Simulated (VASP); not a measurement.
# SnO (P4/nmm) in VASP: phonons with LDA

Aim: the phonons of SnO with LDA.

Program: VASP 6.6.1. These are calculated values, not measurements. Logs are shortened: lines on timing, memory, paths and dates and some standing lists are left out, and cuts for length are marked.

## 1. Starting point

It takes space group P4/nmm (No. 129, tetragonal). The conventional cell has a = 3.799 Å, b = 3.799 Å, c = 4.841 Å, α = 90.00°, β = 90.00°, γ = 90.00°. Around Sn (site symmetry 4mm) lie 4 O at 2.22 Å. O (site symmetry -4m2) has 4 Sn at 2.22 Å as nearest neighbours.

## 2. Phonons, LDA

POSCAR reads:

```
SnO
1.0
    3.7986000000      0.0000000000      0.0000000000
    0.0000000000      3.7986000000      0.0000000000
    0.0000000000      0.0000000000      4.8408000000
Sn O
2 2
Direct
    0.5000000000      0.0000000000      0.2369000000
    0.0000000000      0.5000000000      0.7631000000
    0.0000000000      0.0000000000      0.0000000000
    0.5000000000      0.5000000000      0.0000000000
```

INCAR.step1 reads:

```
ALGO = Fast
EDIFF = 1E-8
EDIFFG = -0.002
ENCUT = 600
GGA = CA
IBRION = 2
ISIF = 3
ISMEAR = 0
LASPH = True
LCHARG = False
LREAL = False
LWAVE = False
NELM = 100
NSW = 40
PREC = Accurate
SIGMA = 0.02
```

INCAR.step2 reads:

```
ALGO = Fast
EDIFF = 1E-8
ENCUT = 600
GGA = CA
IBRION = 8
ISIF = 2
ISMEAR = 0
LASPH = True
LCHARG = False
LREAL = False
LWAVE = False
NELM = 100
NSW = 1
PREC = Accurate
SIGMA = 0.02
```

KPOINTS reads:

```
k-points
0
Gamma
  8 8 6
```

Potentials or basis: VASP PAW LDA potentials, release 64 (Sn_d, O).

The run is started by

```bash
$ cat potpaw_LDA.64/Sn_d/POTCAR potpaw_LDA.64/O/POTCAR > POTCAR
$ cp INCAR.step1 INCAR
$ mpirun -np 1 vasp_std > vasp.out
$ cp CONTCAR POSCAR
$ cp INCAR.step2 INCAR
$ mpirun -np 1 vasp_std > vasp.out
```

OUTCAR:

```text
EDIFF = 1E-8
   ENCUT = 600
   GGA = CA
   IBRION = 8
   ISIF = 2
   ISMEAR = 0
   LASPH = True
   LREAL = False
   NELM = 100
   NSW = 1
   PREC = Accurate

 ion  position               nearest neighbor table
   1  0.500  0.000  0.248-   3 2.21   4 2.21   4 2.21   3 2.21   2 3.52   2 3.52   2 3.52   2 3.52
                             2 3.54   2 3.54   2 3.54   2 3.54
   2  0.000  0.500  0.752-   3 2.21   4 2.21   3 2.21   4 2.21   1 3.52   1 3.52   1 3.52   1 3.52
                             1 3.54   1 3.54   1 3.54   1 3.54
   3  0.000  0.000  0.000-   1 2.21   2 2.21   2 2.21   1 2.21
   4  0.500  0.500  0.000-   1 2.21   2 2.21   1 2.21   2 2.21

  LATTYP: Found a simple tetragonal cell.
 ALAT       =     3.7674007952
 C/A-ratio  =     1.2298860806

  Lattice vectors:

 A1 = (   3.7674007952,   0.0000000000,   0.0000000000)
 A2 = (   0.0000000000,   3.7674007952,   0.0000000000)
 A3 = (   0.0000000000,   0.0000000000,   4.6334737979)

Analysis of symmetry for initial positions (statically):
=====================================================================
 Subroutine PRICEL returns:
 Original cell was already a primitive cell.

 Routine SETGRP: Setting up the symmetry group for a
 simple tetragonal supercell.

 Subroutine GETGRP returns: Found 16 space group operations
 (whereof  8 operations were pure point group operations)
 out of a pool of 16 trial point group operations.

The static configuration has the point symmetry D_2d.
 The point group associated with its full space group is D_4h.

Analysis of symmetry for dynamics (positions and initial velocities):
=====================================================================
 Subroutine PRICEL returns:
 Original cell was already a primitive cell.

 Routine SETGRP: Setting up the symmetry group for a
 simple tetragonal supercell.

 Subroutine GETGRP returns: Found 16 space group operations
 (whereof  8 operations were pure point group operations)
 out of a pool of 16 trial point group operations.

The dynamic configuration has the point symmetry D_2d.
 The point group associated with its full space group is D_4h.

 Subroutine INISYM returns: Found 16 space group operations
 (whereof  8 operations are pure point group operations),
 and found     1 'primitive' translations

----------------------------------------------------------------------------------------

                                     Primitive cell

  volume of cell :      65.7643

  direct lattice vectors                    reciprocal lattice vectors
     3.767400795  0.000000000  0.000000000     0.265434992  0.000000000  0.000000000
     0.000000000  3.767400795  0.000000000     0.000000000  0.265434992  0.000000000
     0.000000000  0.000000000  4.633473798     0.000000000  0.000000000  0.215820795

  length of vectors
     3.767400795  3.767400795  4.633473798     0.265434992  0.265434992  0.215820795

  position of ions in fractional coordinates (direct lattice)
     0.500000000  0.000000000  0.247966780
     0.000000000  0.500000000  0.752033220
     0.000000000  0.000000000  0.000000000
     0.500000000  0.500000000  0.000000000

  ion indices of the primitive-cell ions
   primitive index   ion index
                 1           1
[... 130 lines left out ...]
 cond. band min:       7.8712660111   @ k =   0.5000   0.5000   0.1667
 fundamental gap:      0.2138003785
 Fermi energy:         7.6604645278

 k-point     1 :       0.0000    0.0000    0.0000
  band No.  band energies     occupation
      1     -14.3653      2.00000
      2     -13.9042      2.00000
      3     -13.9042      2.00000
      4     -13.8843      2.00000
      5     -13.8418      2.00000
      6     -13.8367      2.00000
[... 637 lines left out ...]
     23      12.6638      0.00000
     24      12.6664      0.00000

 [... further k-points ...]

------------------------ aborting loop because EDIFF is reached ----------------------------------------

  FORCE on cell =-STRESS in cart. coord.  units (eV):
  Direction    XX          YY          ZZ          XY          YZ          ZX
  --------------------------------------------------------------------------------------
  -------------------------------------------------------------------------------------
  Total        0.0109848      0.0109848      0.0151199      0.0000000      0.0000000      0.0000000
  in kB        0.2676168      0.2676168      0.3683583      0.0000000      0.0000000      0.0000000
  external PRESSURE =       0.3011973 kB  Pullay stress =       0.0000000 kB

 VOLUME and BASIS-vectors are now :
 -----------------------------------------------------------------------------
  energy-cutoff  :      600.00
  volume of cell :       65.76
      direct lattice vectors                 reciprocal lattice vectors
     3.767400795  0.000000000  0.000000000     0.265434992  0.000000000  0.000000000
     0.000000000  3.767400795  0.000000000     0.000000000  0.265434992  0.000000000
     0.000000000  0.000000000  4.633473798     0.000000000  0.000000000  0.215820795

 POSITION                                       TOTAL-FORCE (eV/Angst)
 -----------------------------------------------------------------------------------
      1.88370      0.00000      1.14895        -0.000000      0.000000      0.000836
      0.00000      1.88370      3.48453         0.000000      0.000000     -0.000836
      0.00000      0.00000      0.00000         0.000000     -0.000000      0.000000
      1.88370      1.88370      0.00000         0.000000      0.000000      0.000000
 -----------------------------------------------------------------------------------
    total drift:                                0.000000      0.000000     -0.000000

  FREE ENERGIE OF THE ION-ELECTRON SYSTEM (eV)
  ---------------------------------------------------
  free  energy   TOTEN  =       -25.7378652808 eV

  energy  without entropy=      -25.7377138454  energy(sigma->0) =      -25.73778956

[... ionic steps 2 to 9 ...]

--------------------------------------- Ionic step       10  -------------------------------------------

------------------------ aborting loop because EDIFF is reached ----------------------------------------

[... ionic steps 11 to 11 ...]

--------------------------------------- Ionic step       12  -------------------------------------------

 Free energy of the ion-electron system (eV)
  ---------------------------------------------------
  ---------------------------------------------------
  free energy    TOTEN  =        -0.36606408 eV

  energy without entropy =       -0.36606408

------------------------ aborting loop because EDIFF is reached ----------------------------------------

 INTERNAL STRAIN TENSOR  FOR ION    3  DIRECTION 3   (eV/Angst):
 -----------------------------------------------------------------------------
     6.95730  0.00000  0.00000
     0.00000 -7.01120  0.00000
     0.00000  0.00000  0.04574

 INTERNAL STRAIN TENSOR FOR ION    4 for displacements in x,y,z  (eV/Angst):
          X           Y           Z          XY          YZ          ZX
  --------------------------------------------------------------------------------
  x     0.00000     0.00000     0.00000     0.00000     0.00000    -4.47735
  y     0.00000     0.00000     0.00000     0.00000     4.00978     0.00000
  z    -6.98425     6.98425     0.00000     0.00000     0.00000     0.00000

 SECOND DERIVATIVES (NOT SYMMETRIZED)
 ------------------------------------
               1X          1Y          1Z          2X          2Y          2Z          3X          3Y          3Z          4X          4Y          4Z
  1X    -5.365537    0.000000    0.000000    1.274410    0.000000    0.000000    3.128077    0.000000    0.000000    0.963050    0.000000    0.000000
  1Y     0.000000   -5.365537    0.000000    0.000000    1.274410    0.000000    0.000000    0.963050    0.000000    0.000000    3.128077    0.000000
  1Z     0.000000    0.000000  -13.685500    0.000000    0.000000    6.554802    0.000000    0.000000    3.565349    0.000000    0.000000    3.565349
  2X     1.274410    0.000000    0.000000   -5.365537    0.000000    0.000000    0.963050    0.000000    0.000000    3.128077    0.000000    0.000000
  2Y     0.000000    1.274410    0.000000    0.000000   -5.365537    0.000000    0.000000    3.128077    0.000000    0.000000    0.963050    0.000000
  2Z     0.000000    0.000000    6.554802    0.000000    0.000000  -13.685500    0.000000    0.000000    3.565349    0.000000    0.000000    3.565349
  3X     3.119331    0.000000    0.000000    0.964185    0.000000    0.000000   -8.719649    0.000000    0.000000    4.636134    0.000000    0.000000
  3Y     0.000000    0.964185    0.000000    0.000000    3.119331    0.000000    0.000000   -8.719649    0.000000    0.000000    4.636134    0.000000
  3Z     0.000000    0.000000    3.571873    0.000000    0.000000    3.571873    0.000000    0.000000   -7.393149    0.000000    0.000000    0.249402
  4X     0.964185    0.000000    0.000000    3.119331    0.000000    0.000000    4.636134    0.000000    0.000000   -8.719649    0.000000    0.000000
  4Y     0.000000    3.119331    0.000000    0.000000    0.964185    0.000000    0.000000    4.636134    0.000000    0.000000   -8.719649    0.000000
  4Z     0.000000    0.000000    3.571873    0.000000    0.000000    3.571873    0.000000    0.000000    0.249402    0.000000    0.000000   -7.393149

 Eigenvectors and eigenvalues of the dynamical matrix
 ----------------------------------------------------

   1 f  =   14.310050 THz    89.912697 2PiTHz  477.331892 cm-1    59.181585 meV
             X         Y         Z           dx          dy          dz
      1.883700  0.000000  1.148948    -0.020859    0.039569    0.000000
      0.000000  1.883700  3.484526     0.020859   -0.039569   -0.000000
      0.000000  0.000000  0.000000     0.329083    0.624263    0.000000
      1.883700  1.883700  0.000000    -0.329083   -0.624263    0.000000
[... 71 lines left out ...]
  12 f/i=    0.003288 THz     0.020660 2PiTHz    0.109683 cm-1     0.013599 meV
             X         Y         Z           dx          dy          dz
      1.883700  0.000000  1.148948     0.000000   -0.000000    0.663859
      0.000000  1.883700  3.484526     0.000000   -0.000000    0.663859
      0.000000  0.000000  0.000000     0.000000   -0.000000    0.243498
      1.883700  1.883700  0.000000     0.000000   -0.000000    0.243498

--------------------------------------------------------------------------------------------------------

 ELASTIC MODULI CONTR FROM IONIC RELAXATION (kBar)
 Direction    XX          YY          ZZ          XY          YZ          ZX
 --------------------------------------------------------------------------------
 XX        -623.4742     -1.4870   -506.2411      0.0000     -0.0000     -0.0000
 YY          -1.4870   -623.4742   -506.2411      0.0000     -0.0000      0.0000
 ZZ        -506.2411   -506.2411   -820.1472      0.0000     -0.0000      0.0000
 XY           0.0000      0.0000      0.0000      0.0000      0.0000      0.0000
 YZ          -0.0000     -0.0000     -0.0000      0.0000   -252.7053      0.0000
 ZX          -0.0000      0.0000      0.0000      0.0000      0.0000   -327.5229
 --------------------------------------------------------------------------------
```

Wall time 83 min (1 thread of AMD EPYC 7R43 (Zen 3), shared host); peak memory 0.54 GiB.

What came out:

```yaml
Relaxed_volume: 16.44 Å³/atom
Relaxed_cell: a = 3.767 Å, b = 3.767 Å, c = 4.633 Å, α = 90.00°, β = 90.00°, γ = 90.00°
Space_group_after_relaxing_to_0.05_Å: P4/nmm (No. 129)
Highest_phonon_frequency_at_Γ_LO-TO_splitting_left_out: 477 cm⁻¹
```

Step by step:
```
step  energy change (eV)  largest force (eV/Å)  pressure (GPa)  volume (Å³)
   1              0.0000                0.0057           -2.00        69.85
   2             -0.0056                0.4731            1.22        67.66
   3             -0.0088                0.2791           -0.02        68.48
   4             -0.0150                0.1875           -0.10        67.91
   5             -0.0195                0.0224           -0.04        66.95
   6             -0.0238                0.0126           -0.01        66.53
   7             -0.0267                0.0026            0.05        66.03
   8             -0.0248                0.0143            0.26        65.02
   9             -0.0272                0.0077            0.12        65.71
  10             -0.0272                0.0078            0.12        65.68
  11             -0.0271                0.0458           -0.27        65.88
  12             -0.0272                0.0082            0.01        65.74
  13             -0.0272                0.0097            0.00        65.75
  14             -0.0272                0.0013           -0.01        65.77
  15             -0.0272                0.0029           -0.01        65.77
  16             -0.0272                0.0029            0.03        65.76
  17             -0.0273                0.0001            0.01        65.76
```

Final structure:
```
Sn O
1.0
     3.76740    0.00000    0.00000
     0.00000    3.76740    0.00000
     0.00000    0.00000    4.63347
Sn O
2 2
Direct
  0.50000 0.00000 0.24797
  0.00000 0.50000 0.75203
  0.00000 0.00000 0.00000
  0.50000 0.50000 0.00000
```

Phonon frequencies in cm⁻¹ (negative: imaginary):
| q point | frequencies |
| --- | --- |
| (0.000, 0.000, 0.000) | 0 0 0 120 120 215 281 281 360 371 477 477 |
